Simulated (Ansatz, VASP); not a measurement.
**AlN in VASP and in Ansatz**

```
CELL_PARAMETERS angstrom
3.11100 0.00000 0.00000
-1.55550 2.69421 0.00000
0.00000 0.00000 4.97800
ATOMIC_POSITIONS crystal
Al 0.33333 0.66667 0.98175
Al 0.66667 0.33333 0.48175
N 0.33333 0.66667 0.42015
N 0.66667 0.33333 0.92015
```

Change from the starting cell: mode 7 (584.8 1/cm) frozen in, largest displacement +0.175 Å.

Alike in both runs: task single point; functional PBE; k mesh 12 × 12 × 6; occupations gaussian, width 0.05 eV; no spin polarisation.

|  | VASP | Ansatz |
| --- | --- | --- |
| version | VASP 6.6.1 | Ansatz 0.2.0 |
| potentials or method | VASP PAW PBE potentials, release 64 (Al, N) | scalar-relativistic, plane waves, PAW |
| plane-wave cutoff (eV) | 520 | 420 |
| valence electrons in the cell | 16 | 16 |

```tsv
	VASP	Ansatz	Ansatz less VASP
gap on the k mesh at the Fermi level (eV)	3.31	3.30	-0.011
least direct gap on the mesh (eV)	3.31	3.30	-0.011
pressure (GPa)	8.1	8.3	+0.22
largest component of the traceless stress (GPa)	16.04	16.09	+0.051
rms of the force components (eV/Å)	0.786	0.786	-0.0008
```

Atom by atom the forces differ by 0.001 eV/Å (rms over components). With one functional, cell and mesh, what is left measures potentials, basis and numerics.

Caveats: forces of over 1 eV/Å show positions far from the minimum, so gaps and moduli don't describe the material at rest. A k mesh can miss the band edges.
